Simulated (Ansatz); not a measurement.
## As: single point with PBE

The system is As.

```
As
1.0
     2.70368    0.00000    0.00000
     0.00000    2.70368    0.00000
     0.00000    0.00000    2.70368
As
1
Direct
  0.50000 0.50000 0.50000
```

This isn't the form of As at room conditions, which is rhombohedral.

```
Program             : Ansatz 0.2.0
Task                : single point
Functional          : PBE
Potentials or basis : Ansatz PAW
Cutoff              : 420 eV (not typed: the program's choice for these potentials)
k mesh              : 10 × 10 × 10
Occupations         : gaussian, width 0.018 eV
Spin                : no spin polarisation
```

```json
{
  "Pressure": "2.3 GPa",
  "Band gap on the k mesh": "none (metal or under the smearing width)"
}
```

Levels at points of the mesh, in eV from the Fermi level:
```csv
k point,band 5,band 6,band 7,band 8,band 9,band 10
"(0.00, 0.00, 0.00)",-35.90,-14.96,4.17,4.17,4.17,8.62
"(0.00, 0.00, -0.50)",-35.90,-11.81,-6.91,6.47,6.47,11.40
"(0.00, -0.50, -0.50)",-35.86,-8.53,-4.24,-4.24,2.55,8.63
"(-0.50, -0.50, -0.50)",-35.86,-4.92,-1.80,-1.80,-1.80,6.00
```

Wall time 0.62 s on 2 threads of Arm Neoverse V2, with other jobs on the host, peak memory 0.27 GiB.
